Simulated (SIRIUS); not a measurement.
HgTe (Coloradoite):

```xyz
2
Lattice="0.0000 3.2145 3.2145 3.2145 0.0000 3.2145 3.2145 3.2145 0.0000" Properties=species:S:1:pos:R:3 pbc="T T T"
Hg    0.0000    0.0000    0.0000
Te    4.8217    4.8217    4.8217
```

Base run:

| Property | Result |
| --- | --- |
| Program | SIRIUS 7.12.0 |
| Functional | WC |
| Potentials or basis | PseudoDojo 0.4.1 PBE standard (scalar relativistic) |
| Cutoff | 1102 eV |
| Density cutoff | 4408 eV |
| k mesh | 6 × 6 × 6 |
| Occupations | fermi-dirac, width 0.05 eV |
| Spin | no spin polarisation |

Its results: band gap on the k mesh 0.00 eV; pressure 2.1 GPa.

Question: The run is repeated on the same cell with these changes: functional from WC to revPBE; libxc names from ["XC_GGA_X_WC", "XC_GGA_C_PBE"] to ["XC_GGA_X_PBE_R", "XC_GGA_C_PBE"]. What comes out?

Answer: Band gap on the k mesh 0.00 eV; pressure 5.9 GPa.

Caveats: the potentials were made for another functional, which shifts forces and pressure; spin-orbit coupling is left out, which moves the levels of the heavy elements.

A k mesh can miss the band edges.
